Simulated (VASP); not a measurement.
# MgO (Fm-3m) in VASP: notebook

Aim: see how the results for MgO move with the level of theory and the settings. Levels: RPBE, rev-vdW-DF2. Tasks: relaxation of cell and atoms.

Program: VASP 6.6.1. These are calculated values, not measurements. Logs are shortened: lines on timing, memory, paths and dates and some standing lists are left out, and cuts for length are marked.

### 1 Starting point

Symmetry: Fm-3m, No. 225, cubic system. Conventional cell: a = 4.217 Å, b = 4.217 Å, c = 4.217 Å, α = 90.00°, β = 90.00°, γ = 90.00°. Mg (site symmetry m-3m) is surrounded by 6 O at 2.11 Å. Around O (site symmetry m-3m) lie 6 Mg at 2.11 Å.

### 2 Relaxation of cell and atoms, RPBE

File INCAR:

```
SYSTEM = MgO
PREC = Accurate
ENCUT = 600
EDIFF = 1E-6
ISMEAR = 0
SIGMA = 0.03
LREAL = .FALSE.
LASPH = .TRUE.
NELM = 80
ALGO = Normal
ISIF = 3
LWAVE = .FALSE.
LCHARG = .FALSE.
GGA = RP
IBRION = 2
NSW = 90
EDIFFG = -0.01
```

File KPOINTS:

```
regular mesh
0
G
  12 12 12
  0 0 0
```

File POSCAR:

```
MgO
1.0
    0.0000000000      2.1085000000      2.1085000000
    2.1085000000      0.0000000000      2.1085000000
    2.1085000000      2.1085000000      0.0000000000
Mg O
1 1
Direct
    0.0000000000      0.0000000000      0.0000000000
    0.5000000000      0.5000000000      0.5000000000
```

Potentials or basis: VASP PAW PBE potentials, release 64 (Mg, O).

On the command line:

```
> cat potpaw_PBE.64/Mg/POTCAR potpaw_PBE.64/O/POTCAR > POTCAR
> mpirun -np 1 vasp_std > vasp.out
```

OUTCAR:

```text
SYSTEM = MgO
   PREC = Accurate
   ENCUT = 600
   EDIFF = 1E-6
   ISMEAR = 0
   LREAL = .FALSE.
   LASPH = .TRUE.
   NELM = 80
   ISIF = 3
   GGA = RP
   IBRION = 2
   NSW = 90
   EDIFFG = -0.01

 ion  position               nearest neighbor table
   1  0.000  0.000  0.000-   2 2.11   2 2.11   2 2.11   2 2.11   2 2.11   2 2.11
   2  0.500  0.500  0.500-   1 2.11   1 2.11   1 2.11   1 2.11   1 2.11   1 2.11

  LATTYP: Found a face centered cubic cell.
 ALAT       =     4.2170000000

  Lattice vectors:

 A1 = (   0.0000000000,   2.1085000000,   2.1085000000)
 A2 = (   2.1085000000,   0.0000000000,   2.1085000000)
 A3 = (   2.1085000000,   2.1085000000,   0.0000000000)

Analysis of symmetry for initial positions (statically):
=====================================================================
 Subroutine PRICEL returns:
 Original cell was already a primitive cell.

 Routine SETGRP: Setting up the symmetry group for a
 face centered cubic supercell.

 Subroutine GETGRP returns: Found 48 space group operations
 (whereof 48 operations were pure point group operations)
 out of a pool of 48 trial point group operations.

The static configuration has the point symmetry O_h .

Analysis of symmetry for dynamics (positions and initial velocities):
=====================================================================
 Subroutine PRICEL returns:
 Original cell was already a primitive cell.

 Routine SETGRP: Setting up the symmetry group for a
 face centered cubic supercell.

 Subroutine GETGRP returns: Found 48 space group operations
 (whereof 48 operations were pure point group operations)
 out of a pool of 48 trial point group operations.

The dynamic configuration has the point symmetry O_h .

 Subroutine INISYM returns: Found 48 space group operations
 (whereof 48 operations are pure point group operations),
 and found     1 'primitive' translations

----------------------------------------------------------------------------------------

                                     Primitive cell

  volume of cell :      18.7478

  direct lattice vectors                    reciprocal lattice vectors
     0.000000000  2.108500000  2.108500000    -0.237135404  0.237135404  0.237135404
     2.108500000  0.000000000  2.108500000     0.237135404 -0.237135404  0.237135404
     2.108500000  2.108500000  0.000000000     0.237135404  0.237135404 -0.237135404

  length of vectors
     2.981869296  2.981869296  2.981869296     0.410730569  0.410730569  0.410730569

  position of ions in fractional coordinates (direct lattice)
     0.000000000  0.000000000  0.000000000
     0.500000000  0.500000000  0.500000000

  ion indices of the primitive-cell ions
   primitive index   ion index
                 1           1
                 2           2

----------------------------------------------------------------------------------------

 KPOINTS: regular mesh

Automatic generation of k-mesh.
 Grid dimensions read from file:
 generate k-points for:   12   12   12

 Generating k-lattice:

  Cartesian coordinates                     Fractional coordinates (reciprocal lattice)
    -0.019761284  0.019761284  0.019761284     0.083333333  0.000000000  0.000000000
     0.019761284 -0.019761284  0.019761284     0.000000000  0.083333333  0.000000000
     0.019761284  0.019761284 -0.019761284     0.000000000  0.000000000  0.083333333

  Length of vectors
     0.034227547  0.034227547  0.034227547

  Shift w.r.t. Gamma in fractional coordinates (k-lattice)
     0.000000000  0.000000000  0.000000000

 Subroutine IBZKPT returns following result:
 ===========================================

 Found     72 irreducible k-points:

 Following reciprocal coordinates:
            Coordinates               Weight
  0.000000  0.000000  0.000000      1.000000
  0.083333  0.000000  0.000000      8.000000
  0.166667  0.000000  0.000000      8.000000
  0.250000  0.000000  0.000000      8.000000
  0.333333  0.000000  0.000000      8.000000
  0.416667  0.000000  0.000000      8.000000
[... 16 lines left out ...]
  0.500000  0.166667  0.000000     24.000000
 -0.416667  0.166667  0.000000     24.000000
 [... further k-points ...]
   k-points           NKPTS =     72   k-points in BZ     NKDIM =     72   number of bands    NBANDS=      8
   number of dos      NEDOS =    301   number of ions     NIONS =      2
   total plane-waves  NPLWV =  13824
   dimension x,y,z NGX =    24 NGY =   24 NGZ =   24
   dimension x,y,z NGXF=    48 NGYF=   48 NGZF=   48
   ions per type =               1   1
   NGX,Y,Z   is equivalent  to a cutoff of  13.38, 13.38, 13.38 a.u.
   NGXF,Y,Z  is equivalent  to a cutoff of  26.76, 26.76, 26.76 a.u.
 SYSTEM =  MgO
   PREC   = accura    normal or accurate (medium, high low for compatibility)
   ISTART =      0    job   : 0-new  1-cont  2-samecut
   ICHARG =      2    charge: 1-file 2-atom 10-const
   ISPIN  =      1    spin polarized calculation?
   LNONCOLLINEAR =      F non collinear calculations
   LSORBIT =      F    spin-orbit coupling
   LASPH  =      T    aspherical Exc in radial PAW
   ENCUT  =  600.0 eV  44.10 Ry    6.64 a.u.   5.96  5.96  5.96*2*pi/ulx,y,z
   NELM   =     80;   NELMIN=  2; NELMDL= -5     # of ELM steps
   EDIFF  = 0.1E-05   stopping-criterion for ELM
   LREAL  =      F    real-space projection
   EDIFFG = -.1E-01   stopping-criterion for IOM
   NSW    =     90    number of steps for IOM
   IBRION =      2    ionic relax: 0-MD 1-quasi-New 2-CG
   NFREE  =      1    steps in history (QN), initial steepest desc. (CG)
   ISIF   =      3    stress and relaxation
   ISYM   =      2    0-nonsym 1-usesym 2-fastsym
   POTIM  = 0.5000    time-step for ionic-motion
   TEBEG  =    0.0;   TEEND  =   0.0 temperature during run
   PSTRESS=    0.0 pullay stress
   NELECT =       8.0000    total number of electrons
   NUPDOWN=      -1.0000    fix difference up-down
   EMIN   =  10.00;   EMAX   =-10.00  energy-range for DOS
   EFERMI =   0.00;   METHOD = LEGACY
   ISMEAR =     0;   SIGMA  =   0.03  broadening in eV -4-tet -1-fermi 0-gaus
   EFERMI_NEDOS =   21; number of points for ismear=-14 and -15
   IALGO  =     38    algorithm
   IMIX   =      4    mixing-type and parameters
     AMIX     =   0.40;   BMIX     =  1.00
     AMIX_MAG =   1.60;   BMIX_MAG =  1.00
  volume/ion in A,a.u.               =       9.37        63.26
  Fermi-wavevector in a.u.,A,eV,Ry     =   1.232503  2.329092 20.668107  1.519063
  Thomas-Fermi vector in A             =   2.367270
   LORBIT       =      0    0 simple, 1 ext, 2 COOP (PROOUT), +10 PAW based schemes
   GGA     = RP    functional components
   LHFCALC =     F    Hartree Fock is set to
   AEXX    =    0.0000 exact exchange contribution
   IVDW    =     0    specifies the selected vdW correction
   LEPSILON=     F    determine dielectric tensor
   LRPA    =     F    only Hartree local field effects (RPA)
 conjugate gradient relaxation of ions
 non-spin polarized calculation
 Gauss-broadening in eV      SIGMA  =   0.03
  energy-cutoff  :      600.00
  volume of cell :       18.75
 maximum number of plane-waves:       642
   NGX = 11   NGY = 11   NGZ = 11

--------------------------------------- Ionic step        1  -------------------------------------------

 number of electron       8.0000005 magnetization

 Free energy of the ion-electron system (eV)
  ---------------------------------------------------
  ext. energy  EPLUGINS =         0.00000000
  ---------------------------------------------------
  free energy    TOTEN  =       -11.22471830 eV

  energy without entropy =      -11.22471830  energy(sigma->0) =      -11.22471830

------------------------ aborting loop because EDIFF is reached ----------------------------------------

  FORCE on cell =-STRESS in cart. coord.  units (eV):
  Direction    XX          YY          ZZ          XY          YZ          ZX
  --------------------------------------------------------------------------------------
  -------------------------------------------------------------------------------------
  Total        0.9102536      0.9102536      0.9102536      0.0000000      0.0000000      0.0000000
  in kB       77.7897174     77.7897174     77.7897174      0.0000000      0.0000000      0.0000000
  external PRESSURE =      77.7897174 kB  Pullay stress =       0.0000000 kB
[... 57 lines left out ...]
  energy  without entropy=      -11.2450176200  energy(sigma->0) =      -11.24501762

--------------------------------------- Ionic step        3  -------------------------------------------

 number of electron       8.0000000 magnetization

 Free energy of the ion-electron system (eV)
  ---------------------------------------------------
  ext. energy  EPLUGINS =         0.00000000
  ---------------------------------------------------
  free energy    TOTEN  =       -11.24700670 eV

  energy without entropy =      -11.24700670  energy(sigma->0) =      -11.24700670

 E-fermi :   3.0942     XC(G=0): -10.5983

 val. band max:        2.9578726018   @ k =   0.0000   0.0000   0.0000
 cond. band min:       7.2872872935   @ k =   0.0000   0.0000   0.0000
 fundamental gap:      4.3294146918
 Fermi energy:         3.0942139425

 k-point     1 :       0.0000    0.0000    0.0000
  band No.  band energies     occupation
      1     -14.1176      2.00000
      2       2.9579      2.00000
      3       2.9579      2.00000
      4       2.9579      2.00000
      5       7.2873      0.00000
      6      18.5839      0.00000
      7      18.5839      0.00000
      8      18.5839      0.00000
[... 243 lines left out ...]
 k-point    24 :      -0.4167    0.1667    0.0000
  band No.  band energies     occupation
      1     -12.9081      2.00000
      2      -1.0059      2.00000
      3       1.4916      2.00000
      4       2.2425      2.00000
      5      11.7442      0.00000
      6      14.8943      0.00000
      7      16.7659      0.00000
      8      19.4605      0.00000

 [... further k-points ...]

------------------------ aborting loop because EDIFF is reached ----------------------------------------

  FORCE on cell =-STRESS in cart. coord.  units (eV):
  Direction    XX          YY          ZZ          XY          YZ          ZX
  --------------------------------------------------------------------------------------
  -------------------------------------------------------------------------------------
  Total        0.0010234      0.0010234      0.0010234      0.0000000     -0.0000000     -0.0000000
  in kB        0.0832100      0.0832100      0.0832100      0.0000000     -0.0000000     -0.0000000
  external PRESSURE =       0.0832100 kB  Pullay stress =       0.0000000 kB
[... 17 lines left out ...]
  FREE ENERGIE OF THE ION-ELECTRON SYSTEM (eV)
  ---------------------------------------------------
  free  energy   TOTEN  =       -11.2470066993 eV

  energy  without entropy=      -11.2470066993  energy(sigma->0) =      -11.24700670

 reached required accuracy - stopping structural energy minimisation
```

It took 11 s on 1 thread of Intel Xeon Platinum 8488C (Sapphire Rapids), shared host; peak memory 0.14 GiB.

What came out:

* Free energy: -11.2470 eV
* Relaxed volume: 9.85 Å³/atom
* Relaxed cell: a = 3.032 Å, b = 3.032 Å, c = 3.032 Å, α = 60.00°, β = 60.00°, γ = 60.00°
* Space group after relaxing (to 0.05 Å): Fm-3m (No. 225)
* Energy gained by relaxing: 11.1 meV/atom
* Ionic steps: 3
* Pressure after relaxing: 0.0 GPa
* Band gap on the k mesh: 4.33 eV, direct

The path:
| step | energy change (eV) | largest force (eV/Å) | pressure (GPa) | volume (Å³) |
| --- | --- | --- | --- | --- |
| 1 | 0.0000 | 0.0000 | 7.78 | 18.75 |
| 2 | -0.0203 | 0.0000 | -2.05 | 20.01 |
| 3 | -0.0223 | 0.0000 | 0.01 | 19.71 |

Final structure:
```yaml
crystal:
  lattice:
    - [0.00000, 2.14382, 2.14382]
    - [2.14382, 0.00000, 2.14382]
    - [2.14382, 2.14382, 0.00000]
  atoms:
    - { symbol: Mg, position: [0.00000, 0.00000, 0.00000] }
    - { symbol: O, position: [0.50000, 0.50000, 0.50000] }
```

Caveat: the PAW data sets were made with another functional, which shifts forces and pressure a little. Zero-point motion and thermal expansion aren't in these numbers.

(Continued in part 2 of 2.)
